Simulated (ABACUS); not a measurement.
Runs of ABACUS 3.10.1 on Pd. The structure is cubic, space group Fm-3m (No. 225). Conventional cell: a = 3.893 Å, b = 3.893 Å, c = 3.893 Å, α = 90.00°, β = 90.00°, γ = 90.00°. Pd (site symmetry m-3m) has 12 Pd at 2.75 Å as nearest neighbours. 

```csv
task,level,potentials or basis,cell,k mesh,cutoff (eV),symmetry key,max steps of the relaxation,force threshold,optimiser,stress threshold,gap on the mesh (eV),pressure (GPa),relaxed volume (Å³/atom)
single point,B86bPBE,"SSSP 1.3 efficiency PBE, plane waves",as given,10 × 10 × 10,748,1,-,-,-,-,none,8.5,-
relaxation of cell and atoms,revPBE,"SG15 ONCV 1.2 PBE, plane waves",relaxed,10 × 10 × 10,1116,1,60,0.005 eV/Å,cg,1 kbar,none,0.0,15.62
single point,revPBE,"SG15 ONCV 1.2 PBE, plane waves",as given,10 × 10 × 10,1116,1,-,-,-,-,none,(a),-
relaxation of cell and atoms,B86bPBE,"SSSP 1.3 efficiency PBE, plane waves",relaxed,10 × 10 × 10,748,1,60,0.02 eV/Å,cg,0.2 kbar,none,0.0,15.44
```

Alike in all rows: no spin polarisation; smearing fermi-dirac 0.05 eV.

Fill in the values left out.

(a) 10.4.

Caveats: the potentials were made for another functional, which shifts forces and pressure.

A k mesh can miss the band edges, and the runs leave out spin-orbit coupling on Pd.

A gap of «none» marks a metal or a gap under the smearing width.
